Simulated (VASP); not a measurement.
## Ti2O in VASP: the effect of Hubbard term

Ti2O:

```
Ti O
1.0
     2.91940    0.00000    0.00000
    -1.45970    2.52827    0.00000
     0.00000    0.00000    4.71300
Ti O
2 1
Direct
  0.33333 0.66667 0.72126
  0.66667 0.33333 0.27874
  0.00000 0.00000 0.00000
```

Alike in all runs:

| Quantity | Value |
| --- | --- |
| Program | VASP 6.6.1 |
| Task | single point |
| Functional | LDA |
| Potentials or basis | VASP PAW LDA potentials, release 64 (Ti_sv, O) |
| Cutoff | 520 eV |
| k mesh | 10 × 10 × 6 |
| Occupations | fermi-dirac, width 0.05 eV |
| Spin | no spin polarisation |
| Further INCAR settings | ALGO = Normal; EDIFF = 1e-07 |

One run gave: pressure 4.2 GPa; largest force 1.40 eV/Å. Which Hubbard term did it use?
A. Ti d U = 2 eV
B. Ti d U = 3 eV
C. none
D. Ti d U = 8 eV
E. Ti d U = 5 eV

A.

```csv
Hubbard term,pressure (GPa),largest force (eV/Å)
none,-1.2,1.41
Ti d U = 2 eV,4.2,1.40
Ti d U = 3 eV,6.9,1.39
Ti d U = 4 eV,9.7,1.39
Ti d U = 5 eV,12.6,1.38
Ti d U = 6 eV,15.6,1.38
Ti d U = 8 eV,21.8,1.37
```

Caveats: forces of over 1 eV/Å show positions far from the minimum, so gaps and moduli don't describe the material at rest; U without spin polarisation on a metal has little footing (some runs).

Not every run made on this cell is shown here.
